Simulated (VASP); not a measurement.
Set up this calculation in VASP 6.6.1, as the native input.

```yaml
Task: relaxation of the atoms
Functional: r2SCAN
Potentials_or_basis: VASP PAW PBE potentials, release 64 (Si)
Cutoff: 520 eV
k_mesh: 9 × 9 × 1
Occupations: gaussian, width 0.03 eV
Spin: no spin polarisation
Dipole_correction: yes
Further_INCAR_settings: ALGO = Normal; EDIFF = 1e-06; IBRION = 2; EDIFFG = -0.01; NSW = 80
```

Slab: Si, a slab with vacuum.

```
Si
1.0
     3.84965    0.00000    0.00000
    -1.92483    3.33390    0.00000
     0.00000    0.00000   21.07230
Si
6
Direct
  0.00000 0.00000 0.33219
  0.66667 0.33333 0.36948
  0.66667 0.33333 0.48135
  0.33333 0.66667 0.51865
  0.33333 0.66667 0.63052
  0.00000 0.00000 0.66781
```

The cell was built by a generator and needn't be a form met in nature.

One way to write it, as run:

POSCAR

```
Si
1.0
    3.8496535078      0.0000000000      0.0000000000
   -1.9248267039      3.3338977744      0.0000000000
    0.0000000000      0.0000000000     21.0722977971
Si
6
Direct
    0.0000000000      0.0000000000      0.3321896865
    0.6666670000      0.3333330000      0.3694808673
    0.6666670000      0.3333330000      0.4813544096
    0.3333330000      0.6666670000      0.5186455904
    0.3333330000      0.6666670000      0.6305191327
    0.0000000000      0.0000000000      0.6678103135
```

INCAR.step1

```
SYSTEM = Si
  PREC = Accurate
  ENCUT = 520
  ISMEAR = 0
  SIGMA = 0.03
  LREAL = .FALSE.
  LASPH = .TRUE.
  NELM = 100
  LDIPOL = .TRUE.
  IDIPOL = 3
  DIPOL = 0.5 0.5 0.500
  GGA = PE
  ALGO = Normal
  EDIFF = 1E-4
  LWAVE = .TRUE.
  LCHARG = .FALSE.
```

INCAR.step2

```
SYSTEM = Si
  PREC = Accurate
  ENCUT = 520
  EDIFF = 1E-6
  ISMEAR = 0
  SIGMA = 0.03
  LREAL = .FALSE.
  LASPH = .TRUE.
  NELM = 100
  ALGO = Normal
  ISIF = 2
  LWAVE = .FALSE.
  LCHARG = .FALSE.
  LDIPOL = .TRUE.
  IDIPOL = 3
  DIPOL = 0.5 0.5 0.500
  METAGGA = R2SCAN
  LMIXTAU = .TRUE.
  IBRION = 2
  NSW = 80
  EDIFFG = -0.01
  ISTART = 1
```

KPOINTS

```
regular mesh
0
G
  9 9 1
  0 0 0
```

Potentials or basis: VASP PAW PBE potentials, release 64 (Si).

Command:

```console
$ cat potpaw_PBE.64/Si/POTCAR > POTCAR
$ cp INCAR.step1 INCAR
$ mpirun -np 1 vasp_std > vasp.out
$ cp INCAR.step2 INCAR
$ mpirun -np 1 vasp_std > vasp.out
```

It gave:

```json
{
 "Energy gained by relaxing": "15.4 meV/atom",
 "Ionic steps": "9",
 "Largest force after relaxing": "0.008 eV/Å",
 "Band gap on the k mesh": "none (metal or under the smearing width)"
}
```

Caveat: the PAW data sets were made with another functional, which shifts forces and pressure a little.

Run time: 46 min on 1 thread of AMD EPYC 7R43 64-Core Processor (Zen 3) (shared host), peak memory 0.48 GiB.
